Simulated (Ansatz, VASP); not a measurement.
# Rh: VASP beside Ansatz

The input INCAR:

```
SYSTEM = Rh
PREC = Accurate ; ENCUT = 520
EDIFF = 1E-8 ; ISMEAR = -1
SIGMA = 0.05 ; LREAL = .False.
LASPH = .True. ; NELM = 100
ALGO = Normal ; ISIF = 2
LWAVE = .False. ; LCHARG = .False.
GGA = CA ; LEFG = .True.
NBANDS = 14
```

File KPOINTS:

```
Automatic mesh
0
Gamma
  16 16 16
  0 0 0
```

File POSCAR:

```
Rh
1.0
    0.0000000000      1.9152881739      1.9152881739
    1.9152881739      0.0000000000      1.9152881739
    1.9152881739      1.9152881739      0.0000000000
Rh
1
Direct
    0.0000000000      0.0000000000      0.0000000000
```

Input for Ansatz:

```yaml
crystal:
  lattice:
    - [0.0, 1.9152881739, 1.9152881739]
    - [1.9152881739, 0.0, 1.9152881739]
    - [1.9152881739, 1.9152881739, 0.0]
  atoms:
    - { symbol: Rh, position: [0.0, 0.0, 0.0] }
kpoints:
  mp_grid: { grid: [16, 16, 16] }
  band_path:
    path:
      - [0.0, 0.0, 0.0]
      - [0.5, 0.0, 0.5]
      - [0.625, 0.25, 0.625]
      - [0.375, 0.375, 0.75]
      - [0.0, 0.0, 0.0]
      - [0.5, 0.5, 0.5]
      - [0.5, 0.25, 0.75]
      - [0.5, 0.0, 0.5]
    npoints: 8
scf:
  occupations: { method: fermi_dirac, width: 0.05 }
  algorithm: density_mixing
hamiltonian:
  xc: lda
  pseudopotentials: { kind: all_electron, datasets: crystal }
output:
  forces: true
  stress: true
  eigenvalues: true
  efg: { contact_densities: true }
```

Alike in both runs: task electric field gradients; functional LDA; k mesh 16 × 16 × 16; occupations fermi-dirac, width 0.05 eV; no spin polarisation.

|  | VASP | Ansatz |
| --- | --- | --- |
| version | VASP 6.6.1 | Ansatz 0.2.0 |
| potentials or method | VASP PAW LDA potentials, release 64 (Rh_pv) | all-electron PAW with datasets made for the crystal, scalar-relativistic |
| plane-wave cutoff (eV) | 520 | see its input |

Ansatz gave:

```
gap on the k mesh at the Fermi level (eV) : none
pressure (GPa)                            : -16.4
```

Estimate VASP's values.

gap on the k mesh at the Fermi level (eV): none; pressure (GPa): -15.7.

A gap of «none» marks a metal or a gap that the smearing closes. Ansatz ran all-electron here, so the differences hold the error of VASP's frozen core and of both bases. Ansatz warned: «band_levels_unverified».

Caveats: so large a pressure means that the cell lies far from this level's equilibrium, or that cutoff or potentials fall short (VASP).
